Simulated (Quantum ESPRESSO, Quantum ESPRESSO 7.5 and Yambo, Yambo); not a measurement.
# ZnSe (Stilleite): G0W0 with and without spin-orbit coupling

Is the spin-orbit change of the gap of ZnSe (Stilleite) the same in DFT and in GW?

Method: PBE and many-body steps on it, plane waves, in Quantum ESPRESSO 7.5 and Yambo 5.3.0.

**What was measured.**

- Gap 2.695 ± 0.003 eV: excitonic gap from free-exciton PL, not corrected for exciton binding; photoluminescence; 300 K; bulk crystal (Bridgman-grown crystal, polished and etched) (“Alloy Disordering Effects on the Thermal Conductivity and Energy Gap Temperature Dependence of Cd1−xZnxSe Ternary Crystals Grown by the Bridgman Method”, 2023, pmc:10253836).

## (1) The starting structure

Symmetry: F-43m, No. 216, cubic system. The conventional cell has a = 5.668 Å, b = 5.668 Å, c = 5.668 Å, α = 90.00°, β = 90.00°, γ = 90.00°. Nearest to Zn lie 4 Se at 2.45 Å. Nearest to Se lie 4 Zn at 2.45 Å. Farther neighbours and most contacts between anions are not listed.

The cell and positions come from the Crystallography Open Database and are kept as given unless a step says otherwise.

## (2) Empty states on the mesh, 4×4×4 mesh, 137 bands

This step: Quantum ESPRESSO 7.5; DFT, PBE, plane waves, norm-conserving pseudopotentials.

The sums over transitions need many empty states on a uniform mesh; this step solves for them.

Input file pw.in:

```
&control
  calculation = 'nscf'
  prefix = 'x'
  outdir = 'o'
  pseudo_dir = 'pseudo'
/
&system
  ibrav = 0
  nat = 2
  ntyp = 2
  ecutwfc = 78.0
  nbnd = 137
  force_symmorphic = .true.
/
&electrons
  conv_thr = 1e-9
  electron_maxstep = 80
  diago_full_acc = .true.
  diago_thr_init = 5e-6
/
ATOMIC_SPECIES
  Zn 65.38 Zn.upf
  Se 78.971 Se.upf
CELL_PARAMETERS angstrom
  -0.0000000000 2.8338000000 2.8338000000
  2.8338000000 -0.0000000000 2.8338000000
  2.8338000000 2.8338000000 0.0000000000
ATOMIC_POSITIONS crystal
  Zn 0.0000000000 0.0000000000 0.0000000000
  Se 0.2500000000 0.2500000000 0.2500000000
K_POINTS automatic
  4 4 4 0 0 0
```

The run is started by

```
$ OMP_NUM_THREADS=1 mpirun -n 4 pw.x -nk 4 -in pw.in > pw.out
```

The program printed:

```text
Program PWSCF v.7.5 starts

     This program is part of the open-source Quantum ESPRESSO suite
     for quantum simulation of materials; please cite
         "P. Giannozzi et al., J. Phys.:Condens. Matter 21 395502 (2009);
         "P. Giannozzi et al., J. Phys.:Condens. Matter 29 465901 (2017);
         "P. Giannozzi et al., J. Chem. Phys. 152 154105 (2020);
     in publications or presentations arising from this work. More details at

     Atomic positions and unit cell read from directory:
     o/x.save/

     Message from routine setup:
[...]
109.6797

          k =-0.3536-0.3536 0.3536 (  3582 PWs)   bands (ev):

[...]
68.4274  68.5322  68.5322  68.5877  69.5989  70.1077  72.7406  72.7406
     [... 6 further rows ...]
   107.0278 107.0278 107.0907 108.1563 108.1563 108.5599 108.8273 108.8273
   109.6912

          k = 0.3536 0.0000 0.0000 (  3591 PWs)   bands (ev):

     [... further k-points ...]

     highest occupied, lowest unoccupied level (ev):     8.3862    9.6743

     XML data file, pseudopotentials, collected wavefunctions

=------------------------------------------------------------------------------=
   JOB DONE.
=------------------------------------------------------------------------------=
```

Elapsed: 7.4 s, on 4 MPI ranks of Arm Neoverse V2, shared host; peak memory 0.37 GiB; 29 s of CPU time.

Numbers from this step:

```
gap                                                           : 1.288 eV
k of the valence top                                          : 0, 0, 0
k of the conduction bottom                                    : 0, 0, 0
least direct gap                                              : 1.288 eV
k points computed                                             : 8
lowest point of the top converged band, above the valence top : 98.7874 eV
```

On this mesh the gap is 1.288 eV.

The density comes from a self-consistent run that is not shown.

## (3) Conversion and set-up

This step: Yambo 5.3.0; conversion and set-up on PBE, plane waves, norm-conserving pseudopotentials.

The states are converted to the many-body program's format and the q mesh is built.

The run is started by

```
$ (cd o/x.save; p2y > p2y.log; mv SAVE ../..); yambo > setup.log
```

The program printed:

```text
 Yambo, version 5.3.0

 [02] CORE Variables Setup
 =========================

  [02.01] Unit cells
  ==================

  Cell kind             :  FCC
  Atoms in the cell     :  Zn  Se
  number of Zn atoms    :  1
  number of Se atoms    :  1

  List of atomic masses
  Mass of Zn    :  65.38000
  Mass of Se    :  78.97100

  List of atomic coordinates    : [cc]
  Zn1       :  0.000000  0.000000  0.000000  order 1
  Se1       :  2.677553  2.677553  2.677553  order 2

  Alat factors          :  5.355106  5.355106  5.355106 [a.u.]
  Direct lattice volume :  307.1384 [a.u.]
[...]
==========================================

 IBZ Q-points                                      :   8
 BZ  Q-points                                      :   64

 K/Q-points units:
 rlu = crystal or reduced units; cc = cartesian coordinates; iku = interal k-units

 Q [1]          [rlu]:  0.000000  0.000000  0.000000
 Q [2]          [rlu]:  0.33641E-17  0.33641E-17  0.25000
 Q [3]          [rlu]: -0.67283E-17 -0.67283E-17 -0.50000
[...]
Q [7]          [rlu]:  0.12061E-16 -0.50000     -0.50000
 Q [8]          [rlu]:  0.250000 -0.500000 -0.250000

  [03.01] X indexes
  =================

   [03.01.01] Sigma indexes
   ========================

 [06] Game Over & Game summary
```

Wall time 2.1 s (1 MPI rank); peak memory 0.25 GiB.

## (4) Scalar-relativistic

G0W0 replaces the xc potential by the self-energy, built once from these orbitals. Only a window of levels is corrected, while the sums run over the empty bands that the input names.

This step: G0W0 on PBE, plane waves, norm-conserving pseudopotentials.

Input file gw1.in:

```
HF_and_locXC
gw0
dyson
ppa
em1d
rim_cut
RandQpts= 1000000
RandGvec= 1 RL
EXXRLvcs= 78 Ry
VXCRLvcs= 312 Ry
Chimod= "HARTREE"
% BndsRnXp
 1 | 137 |
%
NGsBlkXp= 10.5 Ry
% LongDrXp
 1 | 1 | 1 |
%
% GbndRnge
 1 | 137 |
%
DysSolver= "n"
ExtendOut
PPAPntXp= 27.21138 eV
% QPkrange
 1 | 1 | 17 | 20 |
%
```

The run is started by

```
$ OMP_NUM_THREADS=1 mpirun -n 4 yambo -F gw1.in -J gw1 -C gw1 > gw1.log
```

The program printed:

```text
 Yambo, version 5.3.0

 [02] CORE Variables Setup
 =========================

  [... cell, symmetries and grids as in the set-up ...]

  [02.05] Energies & Occupations
  ==============================

  [X] === General ===
  [X] Electronic Temperature                        :  0.000000  0.000000 [eV K]
  [X] Bosonic    Temperature                        :  0.000000  0.000000 [eV K]
  [X] Finite Temperature mode                       : no
  [X] El. density                                   :  0.79098E+24 [cm-3]
  [X] Fermi Level                                   :  8.386209 [eV]

  [X] === Gaps and Widths ===
  [X] Conduction Band Min                           :  1.288098 [eV]
  [X] Valence Band Max                              :  0.000000 [eV]
  [X] Filled Bands                                  :  18
  [X] Empty Bands                                   :   19  137
  [X] Direct Gap                                    :  1.288098 [eV]
  [X] Direct Gap localized at k                     :  1
  [X] Indirect Gap                                  :  1.288098 [eV]
  [X] Indirect Gap between kpts                     :  1  1
  [X] Last valence band width                       :  2.657489 [eV]
  [X] 1st conduction band width                     :  4.196724 [eV]

 [03] Transferred momenta grid and indexing
 ==========================================

 IBZ Q-points                                      :   8
 BZ  Q-points                                      :   64

 K/Q-points units:
 rlu = crystal or reduced units; cc = cartesian coordinates; iku = interal k-units

 Q [1]          [rlu]:  0.000000  0.000000  0.000000
 Q [2]          [rlu]:  0.33641E-17  0.33641E-17  0.25000
 Q [3]          [rlu]: -0.67283E-17 -0.67283E-17 -0.50000
 Q [4]          [rlu]: -0.60307E-17  0.25000      0.25000
 Q [5]          [rlu]: -0.10514E-16  0.25000      0.50000
 Q [6]          [rlu]: -0.67283E-17  0.25000     -0.25000
 Q [7]          [rlu]:  0.12061E-16 -0.50000     -0.50000
 Q [8]          [rlu]:  0.250000 -0.500000 -0.250000

 [04] Coloumb potential Random Integration (RIM)
 ===============================================

  [04.01] RIM initialization
  ==========================

  * Diagonal components only detected *

  8 x (sBL volume)        :  0.100952 [a.u.]
  sBZ random points       :  1000000
  Points outside the sBZ  :   7968281
  RL volume               :  0.807617 [a.u.]
  Integrated volume       :  0.810832 [a.u.]

  [04.02] RIM integrals
  =====================

  Gamma point sphere radius             :  0.084461 [a.u.]
  Points outside the sphere             :   800476
  [Int_sBZ(q=0) 1/q^2]*(Vol_sBZ)^(-1/3) =:  7.776341
                                 should be <:  7.795600

  Summary of Coulomb integrals for non-metallic bands |Q|[au] RIM/Bare

  Q [1] 0.100000E-4 0.997530 * Q [2] 0.254029 1.068455
  Q [4] 0.293327 1.068048 * Q [6] 0.414827 1.030576
  Q [5] 0.486428 1.023062 * Q [3] 0.508057 1.020719
  Q [7] 0.586654 1.016898 * Q [8] 0.655899 1.013831

 [05] Dipoles
 ============

  [05.01] Setup: observables and procedures
  =========================================

 [06] Dynamic Dielectric Matrix (PPA)
 ====================================

 [WR./gw1//ndb.pp]---------------------------------------------------------------
  Brillouin Zone Q/K grids (IBZ/BZ)                :    8   64    8   64
  RL vectors                                       :   4477 [WF]
  Coulomb cutoff potential                         : none
  Electronic Temperature                           :  0.000000 [K]
  Bosonic    Temperature                           :  0.000000 [K]
  PPA    diel. fun.  energies                      : Perdew, Burke & Ernzerhof(X)+Perdew, Burke & Ernzerhof(C)
  wavefunctions                                    : Perdew, Burke & Ernzerhof(X)+Perdew, Burke & Ernzerhof(C)
  Global Gauge                                     : length
  X matrix size                                    :  181
  X band range                                     :    1  137
  X e/h energy range                               : -1.000000 -1.000000 [eV]
  X Time ordering                                  : R
  X Hxc Kernel                                     : HARTREE
  X Drude frequency                                :  0.000000  0.000000
  X poles                                          :  100.0000 [o/o]
  RL vectors in the sum                            :   4477
  [r,Vnl] included                                 : yes
  Field direction                                  :  0.577350E-5  0.577350E-5  0.577350E-5
  BZ energy Double Grid                            : no
  BZ energy DbGd points                            : 0
  BZ Q point size factor                           : -1.000000
  X Optical Averaged directions                    : none

 [07] Local Exchange-Correlation + Non-Local Fock
 ================================================

 [VXC] Plane waves :  28571
 [EXS] Plane waves :   3647

 QP @ state[ 1 ] K range:  1  1
 QP @ state[ 1 ] b range:  17  20

 [xc] Functional : Perdew, Burke & Ernzerhof(X)+Perdew, Burke & Ernzerhof(C)
 [xc] LIBXC used to calculate xc functional
  PP Number of Atomic Species                      :  2
  NLCC RL compoments                               :  28571
  PP Number of Atomic Species                      :  2
  NLCC RL compoments                               :  28571

 [xc] E_xc :  -30.54710 [Ha]
      E_xc :  -61.09419 [Ry]

  Local XC kind (lXC) : Perdew, Burke & Ernzerhof(X)+Perdew, Burke & Ernzerhof(C)
  Non-Local XC kind (nlXC) : Hartree-Fock

  Corrections @ K [1] :  [eV]
 <17|nlXC|17> = -20.37813  0.20398E-17 <17|lXC|17> = -16.58833  0.000000
 <18|nlXC|18> = -20.37816 -0.28467E-17 <18|lXC|18> = -16.58833 -0.56645E-15
 <19|nlXC|19> = -8.956138  0.93183E-17 <19|lXC|19> = -12.62429 -0.18882E-15
 <20|nlXC|20> = -6.041429  0.11803E-17 <20|lXC|20> = -10.89079  0.18882E-15

 [08] Dyson equation: Newton solver
 ==================================

  [08.01] G0W0 (W PPA)
  ====================

  [  GW  ] Bands range     :    1  137
  [GW/PPA] G damping       :  0.100000 [eV]

  QP @ state[ 1 ] K range:  1  1
  QP @ state[ 1 ] b range:  17  20

   Sc/G bands                                       :    1  137
   Sc/G damping                                     :  0.100000 ev
   Sc bands terminator                              : no
   Sx RL components                                 :   3647

   QP @ state[ 1 ] K range                          :  1  1
   QP @ state[ 1 ] b range                          :  17  20
   GF energies kind                                 : Perdew, Burke & Ernzerhof(X)+Perdew, Burke & Ernzerhof(C)
   GF WF`s kind                                     : Perdew, Burke & Ernzerhof(X)+Perdew, Burke & Ernzerhof(C)
   Xs energies kind                                 : Perdew, Burke & Ernzerhof(X)+Perdew, Burke & Ernzerhof(C)
   Xs WF`s kind                                     : Perdew, Burke & Ernzerhof(X)+Perdew, Burke & Ernzerhof(C)

 [11] Game Over & Game summary
```

The job ended after 64 s (4 MPI ranks; peak memory 1.6 GiB).

This step gave:

| Quantity | Value |
| --- | --- |
| G0W0 gap on the points computed | 2.555 eV |
| starting gap on the mesh | 1.288 eV |
| k of the valence top | 0, 0, 0 |
| k of the conduction bottom | 0, 0, 0 |
| least direct G0W0 gap on the computed points | 2.555 eV |
| Z at the valence top | 0.7969 |
| Z at the conduction bottom | 0.8130 |

The gap on the mesh goes from 1.29 eV to 2.55 eV, a correction of +1.27 eV.

## (5) Empty states on the mesh, 4×4×4 mesh, 274 bands

This step: Quantum ESPRESSO 7.5; DFT, PBE with spin-orbit coupling, plane waves, norm-conserving pseudopotentials.

Edit pw.in of step 2 so:

```diff
@@ -11,4 +11,6 @@
   ecutwfc = 78.0
-  nbnd = 137
+  nbnd = 274
   force_symmorphic = .true.
+  noncolin = .true.
+  lspinorb = .true.
 /
```

The run is started by

```
$ OMP_NUM_THREADS=1 mpirun -n 4 pw.x -nk 4 -in pw.in > pw.out
```

The program printed:

```text
[banner, memory and clock lines left out]
Program PWSCF v.7.5 starts

     Atomic positions and unit cell read from directory:
     o/x.save/

     Message from routine setup:
     using ibrav=0 with symmetry is DISCOURAGED, use correct ibrav instead

     G-vector sticks info

     bravais-lattice index     =            0
     lattice parameter (alat)  =       7.5733  a.u.
     unit-cell volume          =     307.1384 (a.u.)^3
     number of atoms/cell      =            2
     number of atomic types    =            2
     number of electrons       =        36.00
[...]
[... 23 further rows ...]
[...]
109.6829 109.6870

          k =-0.3536-0.3536 0.3536 (  3582 PWs)   bands (ev):

  -116.8181-116.8181 -73.0542 -73.0542 -69.9895 -69.9895 -69.9894 -69.9894
[...]
36.9715  36.9715  37.1862  37.1862  37.9044  37.9044  37.9425  37.9425
     [... 23 further rows ...]
   108.1761 108.1761 108.5604 108.5604 108.8237 108.8237 108.8331 108.8331
   109.6943 109.6943

          k = 0.3536 0.0000 0.0000 (  3591 PWs)   bands (ev):

     [... further k-points ...]

     highest occupied, lowest unoccupied level (ev):     8.5172    9.6809

     XML data file, pseudopotentials, collected wavefunctions
```

Run time: 41 s. Hardware: 4 MPI ranks; peak memory 0.89 GiB; 2.7 min of CPU time.

This step gave:

- gap: 1.164 eV
- k of the valence top: 0, 0, 0
- k of the conduction bottom: 0, 0, 0
- least direct gap: 1.164 eV
- k points computed: 8
- lowest point of the top converged band, above the valence top: 98.6577 eV

On this mesh the gap is 1.164 eV.

The density comes from a self-consistent run that is not shown, made with spin-orbit coupling and fully relativistic files.

## (6) Conversion and set-up

This step: Yambo 5.3.0; conversion and set-up on PBE with spin-orbit coupling, plane waves, norm-conserving pseudopotentials.

The run is started by

```
$ (cd o/x.save; p2y > p2y.log; mv SAVE ../..); yambo > setup.log
```

The program printed:

```text
 Yambo, version 5.3.0

 [02] CORE Variables Setup
 =========================

  [02.01] Unit cells
  ==================

  Cell kind             :  FCC
  Atoms in the cell     :  Zn  Se
  number of Zn atoms    :  1
  number of Se atoms    :  1

  List of atomic masses
  Mass of Zn    :  65.38000
  Mass of Se    :  78.97100

  List of atomic coordinates    : [cc]
  Zn1       :  0.000000  0.000000  0.000000  order 1
  Se1       :  2.677553  2.677553  2.677553  order 2

  Alat factors          :  5.355106  5.355106  5.355106 [a.u.]
  Direct lattice volume :  307.1384 [a.u.]
[...]
==========================================

 IBZ Q-points                                      :   8
 BZ  Q-points                                      :   64

 K/Q-points units:
 rlu = crystal or reduced units; cc = cartesian coordinates; iku = interal k-units

 Q [1]          [rlu]:  0.000000  0.000000  0.000000
 Q [2]          [rlu]:  0.33641E-17  0.33641E-17  0.25000
 Q [3]          [rlu]: -0.67283E-17 -0.67283E-17 -0.50000
[...]
Q [7]          [rlu]:  0.12061E-16 -0.50000     -0.50000
 Q [8]          [rlu]:  0.250000 -0.500000 -0.250000

  [03.01] X indexes
  =================

   [03.01.01] Sigma indexes
   ========================

 [06] Game Over & Game summary
```

Wall time 2.7 s (1 MPI rank); peak memory 0.25 GiB.

(Part 1 of 2 ends here.)

[Paths, hosts, dates, memory and timing lines, banners, echoed tables and standing remarks are left out of the program output.]

[Logs are printed without paths, hosts, clocks, repeated set-up lines and the standing remarks that a program may print on its own settings, such as how far it seeks lower states.]

[Runs of the session that timed out or met a known fault of the program may be left out.]

[Hosts, paths, dates, database ids (printed as entryN), source tags and the programs' standing remarks are cut or masked in the printed files.]
